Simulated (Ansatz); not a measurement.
Tc:

```
Tc
1.0
     2.73936    0.00000    0.00000
    -1.36968    2.37235    0.00000
     0.00000    0.00000    8.76968
Tc
4
Direct
  0.66667 0.33333 0.75000
  0.00000 0.00000 0.50000
  0.33333 0.66667 0.25000
  0.00000 0.00000 0.00000
```

| Property | Result |
| --- | --- |
| Program | Ansatz 0.2.0 |
| Task | relaxation of cell and atoms |
| Functional | PBEsol |
| Dispersion | D4 |
| Potentials or basis | Ansatz PAW earlier set |
| Cutoff | 500 eV (not typed: the program's choice for these potentials) |
| k mesh | 11 × 11 × 3 |
| Occupations | fermi-dirac, width 0.05 eV |
| Spin | no spin polarisation |

At the start: volume 14.25 Å³/atom.

Problem. Where does the relaxation end?

Solution. It ends after 5 steps and the volume is 13.86 Å³/atom (-2.7 %); space group P6_3/mmc (No. 194, to 0.05 Å).

Step by step:
```tsv
step	energy change (eV)	largest force (eV/Å)	volume (Å³)
1	0.0000	0.0000	56.99
2	-0.0453	0.0000	55.55
3	-0.0456	0.0000	55.42
4	-0.0456	0.0000	55.43
5	-0.0455	0.0000	55.43
```

Final structure:
```xyz
4
Lattice="2.7097 0.0000 0.0000 -1.3549 2.3467 0.0000 0.0000 0.0000 8.7168" Properties=species:S:1:pos:R:3 pbc="T T T"
Tc    1.3549    0.7822    6.5376
Tc    0.0000    0.0000    4.3584
Tc    0.0000    1.5644    2.1792
Tc    0.0000    0.0000    0.0000
```

Caveat: the plane-wave basis is chosen anew once the cell has moved, so the energies of steps on either side of that aren't comparable; pairwise dispersion overbinds metals, which lowers pressure and volume; the PAW data sets come from PBE, with cores solved anew for the run's functional, which leaves a small shift of forces and pressure.
